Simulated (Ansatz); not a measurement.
# Ir: a line through a two-coordinate scan

One table from this session's results is given with a row withheld; the runs are named, their logs left out.

Computed with Ansatz 0.2.0 (DFT PBE, scalar-relativistic, plane waves, PAW, unless a step's input says otherwise).

91 further runs of the same task are left out: 91 set aside as unsound or not needed.

**The starting structure**

It takes space group Fm-3m (No. 225, cubic). Conventional cell: a = 3.870 Å, b = 3.870 Å, c = 3.870 Å, α = 90.00°, β = 90.00°, γ = 90.00°. Around Ir (site symmetry m-3m) lie 12 Ir at 2.74 Å.

As a file:

```cif
data_structure
_symmetry_space_group_name_H-M 'Fm-3m'
_symmetry_Int_Tables_number 225
_cell_length_a 3.8704
_cell_length_b 3.8704
_cell_length_c 3.8704
_cell_angle_alpha 90.000
_cell_angle_beta 90.000
_cell_angle_gamma 90.000
_cell_volume 57.98
loop_
_atom_site_label
_atom_site_type_symbol
_atom_site_symmetry_multiplicity
_atom_site_Wyckoff_symbol
_atom_site_fract_x
_atom_site_fract_y
_atom_site_fract_z
_atom_site_occupancy
Ir1 Ir 4 a 0.00000 0.00000 0.00000 1
```

It is the result of an earlier relaxation at this level (volume 14.49 Å³/atom; gap on the mesh: none (metal)).

**The scan**

The energy is mapped over volume and the cell's shape.

- volume per atom: 11 values from 13.335 to 15.654 Å³
- c/a of the conventional cell: 13 values from 0.629 to 1.167

Nothing else is relaxed (symmetry fixes all fractional coordinates). Energies count from the relaxed crystal. Points are written as (first, second).

The first run:

input.yaml

```yaml
crystal:
  lattice:
    - [0.0, 2.1223989744, 1.4801610447]
    - [2.1223989744, 0.0, 1.4801610447]
    - [2.1223989744, 2.1223989744, 0.0]
  atoms:
    - { symbol: Ir, position: [0.0, 0.0, 0.0] }
basis:
  ecutwfc: 420
kpoints:
  mp_grid: { grid: [22, 22, 22] }
hamiltonian:
  xc: pbe
  pseudopotentials: { kind: paw, azcp: { folder: soft_1 } }
scf:
  occupations: { method: gaussian, width: 0.15 }
output:
  forces: true
  stress: true
  eigenvalues: true
  write_density: true
  write_potential: true
  elf: true
  volumetric_format: npy
```

The run is started by

```
$ ansatz run input.yaml --threads 1 --pin off --max-ram 2048MiB --backend cpu --events-out ev --progress --plain --runs-dir out
```

Steps of the session up to this table: The run at (13.335 Å³, 0.697); The run at (13.567 Å³, 0.697); The run at (13.799 Å³, 0.697); Grid point (14.030 Å³, 0.697); Grid point (14.262 Å³, 0.697); Grid point (14.494 Å³, 0.697); Grid point (14.958 Å³, 0.697); Point (15.190 Å³, 0.697); Point (15.422 Å³, 0.697); Grid point (15.654 Å³, 0.697).

One table of the session follows, with a row left open; its other results are not shown here.

| volume per atom (Å³) | energy (meV/atom) | slope (meV/atom per Å³) | pressure (GPa) |
| --- | --- | --- | --- |
| 13.335 | 862 | −312 | 50 |
| 13.567 | 796 | −256 | 41 |
| 13.799 | 743 | −205 | 33 |
| 14.030 | 701 | −159 | 25 |
| 14.262 | 669 | −117 | 19 |
| 14.494 | 646 | −78 | 12 |
| 14.726 | ? | ? | ? |
| 14.958 | 626 | −11 | 2 |
| 15.190 | 627 | 19 | −3 |
| 15.422 | 634 | 45 | −7 |
| 15.654 | 648 | 69 | −11 |

**Question.** Estimate the row for volume per atom (Å³) = 14.726.

Worked estimate for «energy (meV/atom)». A straight line through the neighbours (14.494, 646) and (14.958, 626) gives 646 + (626 − 646) × (14.726 − 14.494) / (14.958 − 14.494) = 636; a parabola fitted to 4 rows on both sides gives 632.

**Answer.** energy (meV/atom): 632; slope (meV/atom per Å³): −43; pressure (GPa): 7. In «energy (meV/atom)» the line misses by +4 and the parabola by +0.

Energies count from the relaxed crystal. Rows without a step come from runs not printed here or follow by symmetry. Slopes come from the forces (and the stress, where the cell changes), not from differences of energies.

In words: Along the line the energy is lowest at 14.958 Å³, 626 meV/atom from the zero. Energies and slopes round the minimum, fitted together, put the minimum at 15.0404 Å³, with a curvature of about 130 meV/atom per (Å³)². V·d²E/dV² there is about 310 GPa, a bulk modulus under this line's constraint. The highest point computed, at 13.335 Å³, lies 236 meV/atom above the lowest. This is one cut through a surface in two coordinates; the map's lowest point lies off it. The runs treat Ir without spin-orbit coupling.
